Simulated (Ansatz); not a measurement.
# TiSi2: strain energy, fitted

TiSi2, Cmcm, a = 3.517 Å, b = 13.348 Å, c = 3.556 Å. This isn't the usual stable structure of the compound. Ansatz: PBEsol, PAW, 420 eV, Γ-centred 10×4×10 mesh on 12 atoms, Gaussian smearing 0.10 eV; no spin polarisation. Series: equal strain along all axes, cell held, atoms relaxed; x is the strain in per cent. y is the free energy over the unstrained cell, V0 = 13.910 Å³/atom.

| x (%) | y (meV/atom) |
| --- | --- |
| -6.0 | ? |
| -4.0 | 102.85 |
| -2.0 | 24.06 |
| 0.0 | 0.00 |
| 2.0 | 21.22 |
| 4.0 | 79.60 |
| 6.0 | 168.18 |

Task: Fit y = c2 x² + c3 x³ to the other rows, turn c2 into a modulus, and predict the missing energy.

Result: Least squares on the rows shown. y = 5.7156 x² − 0.17513 x³. In eV per unit strain² c2 is 57.16; the stiffness is B for this strain (E = 9/2 B V0 ε², shape held): 2 × 57.16 × 160.2 / (9 × 13.910) = 146 GPa. At x = -6.0 the fit asked for gives 243.59 meV/atom. The run gave 247.37 meV/atom, so the fit is 3.78 meV/atom too low, 1.5 % of the span of the series, against an rms of 0.35 meV/atom on the fitted rows. The row lies outside the fitted range. With a term in x⁴ added, a fit to the same known rows predicts 246.65 meV/atom, so most of the miss is curvature that the known rows already hold.